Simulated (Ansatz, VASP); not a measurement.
**One calculation of WC (Qusongite), two programs**

```xyz
2
Lattice="2.8897 0.0000 0.0000 -1.4448 2.5025 0.0000 0.0000 0.0000 2.8231" Properties=species:S:1:pos:R:3 pbc="T T T"
W     0.0000    0.0000    0.0000
C     1.4448    0.8342    1.4116
```

Alike in both runs: functional PBE; k mesh 18 × 18 × 14; occupations gaussian, width 0.1 eV; no spin polarisation.

Ansatz relaxed the structure, and its values are those at the end. VASP's run is a single point on that final structure, the one shown.

|  | VASP | Ansatz |
| --- | --- | --- |
| version | VASP 6.6.1 | Ansatz 0.2.0 |
| potentials or method | VASP PAW PBE potentials, release 64 (W_sv, C) | scalar-relativistic, plane waves, PAW |
| plane-wave cutoff (eV) | 520 | 420 |
| valence electrons in the cell | 18 | 18 |

VASP gave:

| Item | Value |
| --- | --- |
| gap on the k mesh at the Fermi level (eV) | none |
| pressure (GPa) | 13.7 |

Task: Estimate Ansatz's values.

Result: gap on the k mesh at the Fermi level (eV): none; pressure (GPa): 12.5.

A gap of «none» marks a metal or a gap that the smearing closes. With one functional, cell and mesh, what is left measures potentials, basis and numerics.

Spin-orbit coupling is left out, which matters for the levels of W.
